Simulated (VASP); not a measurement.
I:

```
I
1.0
    -1.61746    1.61746    4.26481
     1.61746   -1.61746    4.26481
     1.61746    1.61746   -4.26481
I
1
Direct
  0.00000 0.00000 0.00000
```

Base run:

* Program: VASP 6.6.1
* Functional: RPBE
* Potentials or basis: VASP PAW PBE potentials, release 64 (I)
* Cutoff: 500 eV
* k mesh: 11 × 11 × 11
* Occupations: gaussian, width 0.05 eV
* Spin: no spin polarisation

Its results: band gap on the k mesh none (metal or under the smearing width); pressure 1.3 GPa.

The run is repeated on the same cell with these changes: functional from RPBE to PBE; cutoff from 500 eV to 520 eV; further incar settings from ALGO = Normal; EDIFF = 1.00e-06; NBANDS = 10 to ALGO = Normal; EDIFF = 1.00e-06. What comes out?

Band gap on the k mesh none (metal or under the smearing width); pressure 0.1 GPa.

Caveats: an odd number of electrons without spin polarisation forces a metal; a magnetic or distorted state may lie lower; the PAW data sets were made with another functional, which shifts forces and pressure a little (some runs).
